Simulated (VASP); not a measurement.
Here is a VASP 6.6.1 calculation.

File INCAR:

```
PREC = Accurate ; ENCUT = 520
EDIFF = 1E-6 ; ISMEAR = -1
SIGMA = 0.05 ; LREAL = F
LASPH = T ; NELM = 60
ALGO = Normal ; ISIF = 2
LWAVE = F ; LCHARG = F
METAGGA = R2SCAN ; LMIXTAU = T
```

KPOINTS

```
Automatic mesh
0
Gamma
  9 9 9
```

Contents of POSCAR:

```
SrO
1.0
    0.0000000000      2.5663000000      2.5663000000
    2.5663000000      0.0000000000      2.5663000000
    2.5663000000      2.5663000000      0.0000000000
Sr O
1 1
Direct
    0.5000000000      0.5000000000      0.5000000000
    0.0000000000      0.0000000000      0.0000000000
```

The input KPOINTS_OPT:

```
path GXWKGLUWLK,UX
20
line-mode
reciprocal
 0.0000000000  0.0000000000  0.0000000000  G
 0.5000000000  0.0000000000  0.5000000000  X

 0.5000000000  0.0000000000  0.5000000000  X
 0.5000000000  0.2500000000  0.7500000000  W

 0.5000000000  0.2500000000  0.7500000000  W
 0.3750000000  0.3750000000  0.7500000000  K

 0.3750000000  0.3750000000  0.7500000000  K
 0.0000000000  0.0000000000  0.0000000000  G

 0.0000000000  0.0000000000  0.0000000000  G
 0.5000000000  0.5000000000  0.5000000000  L

 0.5000000000  0.5000000000  0.5000000000  L
 0.6250000000  0.2500000000  0.6250000000  U

 0.6250000000  0.2500000000  0.6250000000  U
 0.5000000000  0.2500000000  0.7500000000  W

 0.5000000000  0.2500000000  0.7500000000  W
 0.5000000000  0.5000000000  0.5000000000  L

 0.5000000000  0.5000000000  0.5000000000  L
 0.3750000000  0.3750000000  0.7500000000  K

 0.6250000000  0.2500000000  0.6250000000  U
 0.5000000000  0.0000000000  0.5000000000  X
```

Potentials or basis: VASP PAW PBE potentials, release 64 (Sr_sv, O).

The run is started by

```bash
$ cat potpaw_PBE.64/Sr_sv/POTCAR potpaw_PBE.64/O/POTCAR > POTCAR
$ mpirun -np 1 vasp_std > vasp.out
```

Task: Estimate the band gap along the path.

Result: 3.74 eV, indirect (least direct gap 3.82 eV).

Task: Predict the pressure.

Result: 2.1 GPa.

Task: Predict the band gap on the k mesh.

Result: 3.80 eV, indirect (least direct gap 3.89 eV).

Levels at the corners of the path, in eV from the valence-band top:
```csv
point,band 5,band 6,band 7,band 8,band 9,band 10,band 11,band 12
Γ,-14.47,0.00,0.00,0.00,4.70,6.79,6.79,6.79
X,-14.84,-0.42,-0.08,-0.08,3.74,8.56,10.96,11.17
X,-14.84,-0.42,-0.08,-0.08,3.74,8.56,10.96,11.17
W,-14.01,-1.12,-0.42,-0.42,6.57,6.57,9.37,11.77
W,-14.01,-1.12,-0.42,-0.42,6.57,6.57,9.37,11.77
K,-14.20,-0.93,-0.57,-0.46,5.29,8.54,9.49,10.82
K,-14.20,-0.93,-0.57,-0.46,5.29,8.54,9.49,10.82
Γ,-14.47,0.00,0.00,0.00,4.70,6.79,6.79,6.79
Γ,-14.47,0.00,0.00,0.00,4.70,6.79,6.79,6.79
L,-13.45,-2.13,-1.14,-1.14,7.14,9.13,9.52,9.52
L,-13.45,-2.13,-1.14,-1.14,7.14,9.13,9.52,9.52
U,-14.20,-0.93,-0.57,-0.46,5.29,8.54,9.49,10.82
U,-14.20,-0.93,-0.57,-0.46,5.29,8.54,9.49,10.82
W,-14.01,-1.12,-0.42,-0.42,6.57,6.57,9.37,11.77
W,-14.01,-1.12,-0.42,-0.42,6.57,6.57,9.37,11.81
L,-13.45,-2.13,-1.14,-1.14,7.14,9.13,9.52,9.52
L,-13.45,-2.13,-1.14,-1.14,7.14,9.13,9.52,9.52
K,-14.20,-0.93,-0.57,-0.46,5.29,8.54,9.49,10.82
U,-14.20,-0.93,-0.57,-0.46,5.29,8.54,9.49,10.82
X,-14.84,-0.42,-0.08,-0.08,3.74,8.56,10.96,11.17
```

Caveat: the PAW data sets were made with another functional, which shifts forces and pressure a little. r2SCAN opens gaps a little over a GGA but as a rule still falls short of measured ones.
